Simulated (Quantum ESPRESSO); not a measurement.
PbSe (Clausthalite):

```
CELL_PARAMETERS angstrom
0.00000 3.06065 3.06065
3.06065 0.00000 3.06065
3.06065 3.06065 0.00000
ATOMIC_POSITIONS crystal
Pb 0.00000 0.00000 0.00000
Se 0.50000 0.50000 0.50000
```

```yaml
Program: Quantum ESPRESSO 7.5
Task: phonons
Functional: LDA
Potentials_or_basis: GBRV 1.5 LDA
Cutoff: 612 eV
Density_cutoff: 4898 eV
k_mesh: 6 × 6 × 6, shifted
Occupations: fermi-dirac, width 0.05 eV
Spin: no spin polarisation
Form_of_the_LDA_correlation: PZ81
Mixing_beta: 0.5
Most_SCF_iterations: 120
SCF_threshold: 4e-10 Ry
```

The cell and the atoms were relaxed first, to 27.49 Å³/atom (a = 4.268 Å, b = 4.268 Å, c = 4.268 Å, α = 60.00°, β = 60.00°, γ = 60.00°), and the response was taken there.

The first run showed a gap, so the response started from a second, tighter run with fixed occupations.

Question: What is the highest optical frequency at the zone centre, leaving out the macroscopic field of polar modes?

Answer: 56 cm⁻¹, a mode of symmetry T1u (IR). With the field the highest mode lies at 140 cm⁻¹.

Optical modes at Γ, degenerate ones joined, polar ones without the macroscopic field:
```csv
cm⁻¹,components,symmetry,active in,"IR intensity, summed ((D/Å)²/amu)"
56,3,T1u,IR,31.43
```

Zone-centre frequencies without and with the macroscopic field along z (cm⁻¹):
```
                optical modes in rising order
       without                       56 56 56
with the field                      56 56 140
```
